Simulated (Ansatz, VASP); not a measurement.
# C in VASP and in Ansatz

```xyz
2
Lattice="0.0000 1.7834 1.7834 1.7834 0.0000 1.7834 1.7834 1.7834 0.0000" Properties=species:S:1:pos:R:3 pbc="T T T"
C     1.7834    1.7834    1.7834
C     2.6751    2.6751    2.6751
```

This isn't the form of C at room conditions, which is graphite.

Alike in both runs: task relaxation of cell and atoms; functional LDA; k mesh 8 × 8 × 8; occupations fermi-dirac, width 0.05 eV; no spin polarisation.

|  | VASP | Ansatz |
| --- | --- | --- |
| version | VASP 6.6.1 | Ansatz 0.2.0 |
| potentials or method | VASP PAW LDA potentials, release 64 (C) | plane waves (420 eV) with PAW, scalar-relativistic |
| plane-wave cutoff (eV) | 600 | 420 |
| valence electrons in the cell | 8 | 8 |

Ansatz gave:

| Quantity | Value |
| --- | --- |
| relaxed volume (Å³/atom) | 5.51 |
| relaxed cell length with the largest relative difference (Å) | 2.497 |
| energy change over the relaxation (meV/atom) | -7 |

Task: Estimate VASP's values.

Result: Relaxed volume (Å³/atom): 5.52; relaxed cell length with the largest relative difference (Å): 2.499; energy change over the relaxation (meV/atom): -6.

Ansatz warned: «pseudo_functional_mismatch».

LDA usually gives volumes a few per cent too small. Zero-point motion and thermal expansion aren't in these numbers.
